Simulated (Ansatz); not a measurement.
**Sr: how the free axis answers a strain**

Sr, Im-3m, a = 4.670 Å. This isn't the element's structure at ambient conditions. Ansatz: PBEsol, PAW, 420 eV, Γ-centred 12×12×12 mesh on 2 atoms, Gaussian smearing 0.10 eV; no spin polarisation. Series: biaxial strain in the a-b plane, c and atoms relaxed; x is the strain in per cent. y is the change of c in per cent of 4.670 Å.

```tsv
x (%)	y (%)
-4.5	?
-3.0	5.99
-1.5	2.66
0.0	0.00
1.5	-1.90
3.0	-3.52
4.5	-4.93
```

Fit y = c1 x + c2 x² to the other rows, say what c1 measures, and predict the missing y.

Least squares on the rows shown. y = −1.603 x + 0.1206 x². With no stress along c, c1 = −2C12/C11 = -1.603. At −2 the volume would not change at all; a value this near to it means that the crystal resists a change of volume much more than one of shape. With a term in x³ added, the coefficient of x becomes -1.485, 7 % less, which shows how far this figure hangs on the form. At x = -4.5 the fit asked for gives 9.66 %. The run gave 10.62 %, so the fit is 0.96 % too low, 6.2 % of the span of the series, against an rms of 0.16 % on the fitted rows. The row lies outside the fitted range. With a term in x³ added, a fit to the same known rows predicts 10.53 %, so most of the miss is curvature that the known rows already hold.